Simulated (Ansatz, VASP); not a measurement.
LiF: VASP beside Ansatz

```
Li F
1.0
     5.14396    0.00000    0.00000
     0.00000    5.14396    0.00000
     0.00000    0.00000    2.71963
Li F
4 4
Direct
  0.66259 0.33741 0.25000
  0.33741 0.66259 0.75000
  0.16259 0.16259 0.00000
  0.83741 0.83741 0.50000
  0.83010 0.16990 0.75000
  0.16990 0.83010 0.25000
  0.33010 0.33010 0.50000
  0.66990 0.66990 0.00000
```

Alike in both runs: functional PBE; k mesh 4 × 4 × 8; occupations gaussian, width 0.02 eV; no spin polarisation.

Ansatz relaxed the structure, and its values are those at the end. VASP's run is a single point on that final structure, the one shown.

|  | VASP | Ansatz |
| --- | --- | --- |
| version | VASP 6.6.1 | Ansatz 0.2.0 |
| potentials or method | VASP PAW PBE potentials, release 64 (Li_sv, F) | scalar-relativistic, plane waves, PAW |
| plane-wave cutoff (eV) | 520 | 420 |
| valence electrons in the cell | 40 | 40 |

VASP gave:

```
gap on the k mesh at the Fermi level (eV) : 8.02
least direct gap on the mesh (eV)         : 8.06
rms of the force components (eV/Å)        : 0.004
```

Task: Which values does Ansatz return?

Result: gap on the k mesh at the Fermi level (eV): 8.04; least direct gap on the mesh (eV): 8.08; rms of the force components (eV/Å): 0.002.

 A k mesh can miss the band edges.
